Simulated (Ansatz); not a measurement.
## Si3N4 (P6_3/m):O_i (void), thermodynamic levels from a 126-atom cell

Wanted: the transition levels of a interstitial in Si3N4 (P6_3/m), from a cell of 126 host atoms with 1 O put in.

Calculated with Ansatz 0.2.0; place-levels on PBEsol runs: charge-transition levels and formation energies with image-charge correction and potential alignment at the atomic sites; PAW set soft_1.

### 1. Set-up

The cell holds 127 atoms: 54 Si, 72 N and 1 O. Its edges and angles: a = 13.206 Å, b = 13.206 Å, c = 8.731 Å, α = 90.0°, β = 90.0°, γ = 120.0°. It derives from Si3N4 (space group P6_3/m). Nearest the centre at fractional (0.000, 1.000, 0.667): O127 at 0.00 Å, N117 at 2.52 Å, N121 at 2.52 Å, N112 at 2.52 Å, N76 at 2.52 Å, N69 at 2.52 Å, N84 at 2.52 Å, Si102 at 2.79 Å.

Screening for the image-charge correction: ε∞ = (4.29, 4.29, 4.37), ε0 = (8.29, 8.29, 8.25), from a response run on this crystal (DFPT, PBEsol) at that run's own cell.

The cell's shortest repeat is 8.7 Å.

### 2. The runs of each charge state

Levels follow from differences of total energies between charge states, each relaxed by itself.

Each atom starts 0.05 Å or so off its site in a random direction: a symmetric start keeps its symmetry, and would miss off-centre moves and Jahn–Teller distortions. Forces are taken at one point at (¼, ¼, ¼). The cell holds 2 electrons more than the neutral one, with a uniform background that keeps it neutral on the whole.

The sampling was tested on the host first: at the k-points planned (1x1x1 shifted 0.25 0.25 0.25) its energy lies 0.000 eV an atom from the dense-mesh value, under the bound of 0.02 eV set for this test; that bounds the host's error, not the defect's.

One of the inputs; charge, spin and start change from state to state.

The input, qm2.relax/input.yaml:

```yaml
crystal:
  lattice:
    - [11.43668588, 6.60297367, 0.0]
    - [-11.43668588, 6.60297367, 0.0]
    - [0.0, 0.0, 8.73076733]
  atoms:
    - { symbol: Si, position: [0.01950046, 0.80655545, 0.25] }
    - { symbol: Si, position: [0.3528338, 0.47322211, 0.25] }
    - { symbol: Si, position: [0.68616713, 0.13988878, 0.25] }
    - { symbol: Si, position: [0.21294502, 0.01950046, 0.08333333] }
    - { symbol: Si, position: [0.54627835, 0.68616713, 0.08333333] }
    - { symbol: Si, position: [0.87961168, 0.3528338, 0.08333333] }
    - { symbol: Si, position: [0.13988878, 0.45372165, 0.08333333] }
    - { symbol: Si, position: [0.47322211, 0.12038832, 0.08333333] }
    - { symbol: Si, position: [0.80655545, 0.78705498, 0.08333333] }
    - { symbol: Si, position: [0.19344455, 0.21294502, 0.25] }
    - { symbol: Si, position: [0.52677789, 0.87961168, 0.25] }
    - { symbol: Si, position: [0.86011122, 0.54627835, 0.25] }
    - { symbol: Si, position: [0.12038832, 0.6471662, 0.25] }
    - { symbol: Si, position: [0.45372165, 0.31383287, 0.25] }
    - { symbol: Si, position: [0.78705498, 0.98049954, 0.25] }
    - { symbol: Si, position: [0.31383287, 0.86011122, 0.08333333] }
    - { symbol: Si, position: [0.6471662, 0.52677789, 0.08333333] }
    - { symbol: Si, position: [0.98049954, 0.19344455, 0.08333333] }
    - { symbol: "N", position: [0.0, 0.66666667, 0.25] }
    - { symbol: "N", position: [0.33333333, 0.33333333, 0.25] }
    - { symbol: "N", position: [0.66666667, 0.0, 0.25] }
    - { symbol: "N", position: [0.0, 0.33333333, 0.08333333] }
    - { symbol: "N", position: [0.33333333, 0.0, 0.08333333] }
    - { symbol: "N", position: [0.66666667, 0.66666667, 0.08333333] }
    - { symbol: "N", position: [0.21345843, 0.45653274, 0.25] }
    - { symbol: "N", position: [0.54679176, 0.12319941, 0.25] }
    - { symbol: "N", position: [0.8801251, 0.78986608, 0.25] }
    - { symbol: "N", position: [0.09025902, 0.8801251, 0.08333333] }
    - { symbol: "N", position: [0.42359235, 0.54679176, 0.08333333] }
    - { symbol: "N", position: [0.75692569, 0.21345843, 0.08333333] }
    - { symbol: "N", position: [0.12319941, 0.57640765, 0.08333333] }
    - { symbol: "N", position: [0.45653274, 0.24307431, 0.08333333] }
    - { symbol: "N", position: [0.78986608, 0.90974098, 0.08333333] }
    - { symbol: "N", position: [0.21013392, 0.09025902, 0.25] }
    - { symbol: "N", position: [0.54346726, 0.75692569, 0.25] }
    - { symbol: "N", position: [0.87680059, 0.42359235, 0.25] }
    - { symbol: "N", position: [0.1198749, 0.21013392, 0.08333333] }
    - { symbol: "N", position: [0.45320824, 0.87680059, 0.08333333] }
    - { symbol: "N", position: [0.78654157, 0.54346726, 0.08333333] }
    - { symbol: "N", position: [0.24307431, 0.78654157, 0.25] }
    - { symbol: "N", position: [0.57640765, 0.45320824, 0.25] }
    - { symbol: "N", position: [0.90974098, 0.1198749, 0.25] }
    - { symbol: Si, position: [0.01950046, 0.80655545, 0.58333333] }
    - { symbol: Si, position: [0.3528338, 0.47322211, 0.58333333] }
    - { symbol: Si, position: [0.68616713, 0.13988878, 0.58333333] }
    - { symbol: Si, position: [0.21294502, 0.01950046, 0.41666667] }
    - { symbol: Si, position: [0.54627835, 0.68616713, 0.41666667] }
    - { symbol: Si, position: [0.87961168, 0.3528338, 0.41666667] }
    - { symbol: Si, position: [0.13988878, 0.45372165, 0.41666667] }
    - { symbol: Si, position: [0.47322211, 0.12038832, 0.41666667] }
    - { symbol: Si, position: [0.80655545, 0.78705498, 0.41666667] }
    - { symbol: Si, position: [0.19344455, 0.21294502, 0.58333333] }
    - { symbol: Si, position: [0.52677789, 0.87961168, 0.58333333] }
    - { symbol: Si, position: [0.86011122, 0.54627835, 0.58333333] }
    - { symbol: Si, position: [0.12038832, 0.6471662, 0.58333333] }
    - { symbol: Si, position: [0.45372165, 0.31383287, 0.58333333] }
    - { symbol: Si, position: [0.78705498, 0.98049954, 0.58333333] }
    - { symbol: Si, position: [0.31383287, 0.86011122, 0.41666667] }
    - { symbol: Si, position: [0.6471662, 0.52677789, 0.41666667] }
    - { symbol: Si, position: [0.98049954, 0.19344455, 0.41666667] }
    - { symbol: "N", position: [0.0, 0.66666667, 0.58333333] }
    - { symbol: "N", position: [0.33333333, 0.33333333, 0.58333333] }
    - { symbol: "N", position: [0.66666667, 0.0, 0.58333333] }
    - { symbol: "N", position: [0.0, 0.33333333, 0.41666667] }
    - { symbol: "N", position: [0.33333333, 0.0, 0.41666667] }
    - { symbol: "N", position: [0.66666667, 0.66666667, 0.41666667] }
    - { symbol: "N", position: [0.21345843, 0.45653274, 0.58333333] }
    - { symbol: "N", position: [0.54679176, 0.12319941, 0.58333333] }
    - { symbol: "N", position: [0.8801251, 0.78986608, 0.58333333] }
    - { symbol: "N", position: [0.09025902, 0.8801251, 0.41666667] }
    - { symbol: "N", position: [0.42359235, 0.54679176, 0.41666667] }
    - { symbol: "N", position: [0.75692569, 0.21345843, 0.41666667] }
    - { symbol: "N", position: [0.12319941, 0.57640765, 0.41666667] }
    - { symbol: "N", position: [0.45653274, 0.24307431, 0.41666667] }
    - { symbol: "N", position: [0.78986608, 0.90974098, 0.41666667] }
    - { symbol: "N", position: [0.21013392, 0.09025902, 0.58333333] }
    - { symbol: "N", position: [0.54346726, 0.75692569, 0.58333333] }
    - { symbol: "N", position: [0.87680059, 0.42359235, 0.58333333] }
    - { symbol: "N", position: [0.1198749, 0.21013392, 0.41666667] }
    - { symbol: "N", position: [0.45320824, 0.87680059, 0.41666667] }
    - { symbol: "N", position: [0.78654157, 0.54346726, 0.41666667] }
    - { symbol: "N", position: [0.24307431, 0.78654157, 0.58333333] }
    - { symbol: "N", position: [0.57640765, 0.45320824, 0.58333333] }
    - { symbol: "N", position: [0.90974098, 0.1198749, 0.58333333] }
    - { symbol: Si, position: [0.01950046, 0.80655545, 0.91666667] }
    - { symbol: Si, position: [0.3528338, 0.47322211, 0.91666667] }
    - { symbol: Si, position: [0.68616713, 0.13988878, 0.91666667] }
    - { symbol: Si, position: [0.21294502, 0.01950046, 0.75] }
    - { symbol: Si, position: [0.54627835, 0.68616713, 0.75] }
    - { symbol: Si, position: [0.87961168, 0.3528338, 0.75] }
    - { symbol: Si, position: [0.13988878, 0.45372165, 0.75] }
    - { symbol: Si, position: [0.47322211, 0.12038832, 0.75] }
    - { symbol: Si, position: [0.80655545, 0.78705498, 0.75] }
    - { symbol: Si, position: [0.19344455, 0.21294502, 0.91666667] }
    - { symbol: Si, position: [0.52677789, 0.87961168, 0.91666667] }
    - { symbol: Si, position: [0.86011122, 0.54627835, 0.91666667] }
    - { symbol: Si, position: [0.12038832, 0.6471662, 0.91666667] }
    - { symbol: Si, position: [0.45372165, 0.31383287, 0.91666667] }
    - { symbol: Si, position: [0.78705498, 0.98049954, 0.91666667] }
    - { symbol: Si, position: [0.31383287, 0.86011122, 0.75] }
    - { symbol: Si, position: [0.6471662, 0.52677789, 0.75] }
    - { symbol: Si, position: [0.98049954, 0.19344455, 0.75] }
    - { symbol: "N", position: [0.0, 0.66666667, 0.91666667] }
    - { symbol: "N", position: [0.33333333, 0.33333333, 0.91666667] }
    - { symbol: "N", position: [0.66666667, 0.0, 0.91666667] }
    - { symbol: "N", position: [0.0, 0.33333333, 0.75] }
    - { symbol: "N", position: [0.33333333, 0.0, 0.75] }
    - { symbol: "N", position: [0.66666667, 0.66666667, 0.75] }
    - { symbol: "N", position: [0.21345843, 0.45653274, 0.91666667] }
    - { symbol: "N", position: [0.54679176, 0.12319941, 0.91666667] }
    - { symbol: "N", position: [0.8801251, 0.78986608, 0.91666667] }
    - { symbol: "N", position: [0.09025902, 0.8801251, 0.75] }
    - { symbol: "N", position: [0.42359235, 0.54679176, 0.75] }
    - { symbol: "N", position: [0.75692569, 0.21345843, 0.75] }
    - { symbol: "N", position: [0.12319941, 0.57640765, 0.75] }
    - { symbol: "N", position: [0.45653274, 0.24307431, 0.75] }
    - { symbol: "N", position: [0.78986608, 0.90974098, 0.75] }
    - { symbol: "N", position: [0.21013392, 0.09025902, 0.91666667] }
    - { symbol: "N", position: [0.54346726, 0.75692569, 0.91666667] }
    - { symbol: "N", position: [0.87680059, 0.42359235, 0.91666667] }
    - { symbol: "N", position: [0.1198749, 0.21013392, 0.75] }
    - { symbol: "N", position: [0.45320824, 0.87680059, 0.75] }
    - { symbol: "N", position: [0.78654157, 0.54346726, 0.75] }
    - { symbol: "N", position: [0.24307431, 0.78654157, 0.91666667] }
    - { symbol: "N", position: [0.57640765, 0.45320824, 0.91666667] }
    - { symbol: "N", position: [0.90974098, 0.1198749, 0.91666667] }
    - { symbol: O, position: [0.0, 1.0, 0.666667] }
  host:
    repeats: [1, 1, 3]
    atoms:
      - { symbol: Si, position: [0.01950046, 0.80655545, 0.75] }
      - { symbol: Si, position: [0.3528338, 0.47322211, 0.75] }
      # ... 40 more atoms of the perfect host
total_charge: -2
basis:
  ecutwfc: 420
  xc_grid: 2
hamiltonian:
  xc: pbesol
  pseudopotentials: { kind: paw, azcp: { folder: soft_1 }, xc_functional: pbe }
kpoints:
  mp_grid: { grid: [1, 1, 1], shift: [0.25, 0.25, 0.25] }
scf:
  occupations: { method: fixed }
  max_iter: 100
output:
  forces: true
  charged_corrections:
    epsilon: [4.29, 4.29, 4.37]
    static_epsilon: [8.29, 8.29, 8.25]
    defect_position: [0.0, 1.0, 0.666667]
relax:
  f_tol: 0.02
  max_steps: 80
  random_displacement: { amplitude: 0.05, seed: 2158 }
checkpoint:
  write: "../qm2.relax.run"
  compress: false
  write_wavefunctions: true
  write_every: 100000
```

Launch:

```sh
ansatz run input.yaml --threads 4 --pin off --max-ram 15073MiB --backend cpu --events-out ev --progress --plain --runs-dir out
```

Defect states can disperse in a cell of this size, so the energy is taken again at a 2×2×2 shifted mesh, on the relaxed structure.

The run of this state that the levels use, under PBEsol:

The input, qm2.point/input.yaml:

```yaml
crystal:
  checkpoint: "../qm2.relax.run"
  host: checkpoint
total_charge: -2
basis:
  ecutwfc: 420
  xc_grid: 2
hamiltonian:
  xc: pbesol
  pseudopotentials: { kind: paw, azcp: { folder: soft_1 }, xc_functional: pbe }
kpoints:
  mp_grid: { grid: [2, 2, 2], shift: [0.5, 0.5, 0.5] }
scf:
  occupations: { method: fermi_dirac, width: 0.01 }
  max_iter: 100
output:
  forces: true
  eigenvalues: true
  charged_corrections:
    epsilon: [4.29, 4.29, 4.37]
    static_epsilon: [8.29, 8.29, 8.25]
    defect_position: [0.0, 1.0, 0.666667]
  eigenstates: { localisation: true }
  populations: true
checkpoint:
  read: "../qm2.relax.run"
  write: "../qm2.point.run"
  compress: false
  write_wavefunctions: false
  write_every: 100000
```

Relaxations under PBEsol at one point at (¼, ¼, ¼); times on 4 threads of Arm Neoverse V1, shared host:

| charge | moment (μB) | occupations | outcome | steps | largest displacement against the far atoms (Å) | time |
| --- | --- | --- | --- | --- | --- | --- |
| −2 | 0 | fixed | converged | 11 | 0.92 | 5.9 min |
| −1 | 1 | fixed | converged | 13 | 0.98 | 15 min |
| 0 | 0 | fixed | not converged | - | - | 2.6 min |
| 0 | 0 | fermi-dirac | converged | 20 | 1.20 | 12 min |
| 0 | 2 | fixed | converged | 12 | 0.72 | 14 min |

Single points under PBEsol at a 2×2×2 shifted mesh; times on 4 threads of Arm Neoverse V1, shared host:

| charge | moment (μB) | occupations | outcome | time |
| --- | --- | --- | --- | --- |
| −2 | 0 | fermi-dirac | converged | 3.7 min |
| −1 | 1 | fermi-dirac | converged | 8.2 min |
| 0 | 0 | fermi-dirac | converged | 4 min |
| 0 | 2 | fermi-dirac | converged | 8.2 min |

Distances (Å) from O127 to the nearest atoms after relaxation with PBEsol:

| charge | moment (μB) | 1. | 2. | 3. | 4. | 5. | 6. |
| --- | --- | --- | --- | --- | --- | --- | --- |
| −2 | 0 | Si 1.76 | Si 1.77 | N 2.28 | N 2.43 | N 2.53 | N 2.64 |
| −1 | 1 | Si 1.74 | N 2.16 | N 2.54 | N 2.54 | N 2.55 | Si 2.78 |
| 0 | 0 | N 1.50 | Si 1.80 | N 2.54 | N 2.54 | Si 2.54 | Si 2.55 |
| 0 | 2 | N 2.44 | N 2.44 | N 2.44 | Si 2.69 | Si 2.69 | Si 2.69 |

(Part 1 of 2 ends here.)

[Logs are printed without paths, hosts, clocks, repeated set-up lines and the standing remarks that a program may print on its own settings, such as how far it seeks lower states.]

[Hosts, paths, dates, database ids (printed as entryN), source tags and the programs' standing remarks are cut or masked in the printed files.]

[Where a table of states has a column of steps, it counts the stored structures, which are thinned; the runs took as many ionic steps or more.]

[A defect's name tells the site on which it was built; relaxed atoms can leave that site.]

[For some hosts the program warned that the k-mesh of the response run may be too coarse for force constants and the static dielectric constant; such warnings are not shown here.]
